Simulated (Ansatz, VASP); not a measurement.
**One calculation of P, two programs**

```xyz
1
Lattice="2.3905 -0.1793 0.0000 -0.1793 2.3905 0.0000 0.0000 0.0000 2.3906" Properties=species:S:1:pos:R:3 pbc="T T T"
P     0.0000    0.0000    0.0000
```

Change from the starting cell: strain -0.1500 x Voigt [0, 0, 0, 0, 0, 1], atoms carried along.

Alike in both runs: task single point; functional PBEsol; dispersion D3(BJ); k mesh 24 × 24 × 24; occupations gaussian, width 0.15 eV; no spin polarisation.

|  | VASP | Ansatz |
| --- | --- | --- |
| version | VASP 6.6.1 | Ansatz 0.2.0 |
| potentials or method | VASP PAW PBE potentials, release 64 (P) | scalar-relativistic, plane waves, PAW |
| plane-wave cutoff (eV) | 520 | 420 |
| valence electrons in the cell | 5 | 5 |

VASP gave:

* gap on the k mesh at the Fermi level (eV): none
* pressure (GPa): 0.5
* largest component of the traceless stress (GPa): 10.27

**Question.** Estimate Ansatz's values.

**Answer.** gap on the k mesh at the Fermi level (eV): none; pressure (GPa): 0.4; largest component of the traceless stress (GPa): 10.27.

A gap of «none» marks a metal or a gap that the smearing closes.

Caveats: the PAW data sets were made with another functional, which shifts forces and pressure a little (VASP); pairwise dispersion overbinds metals, which lowers pressure and volume.
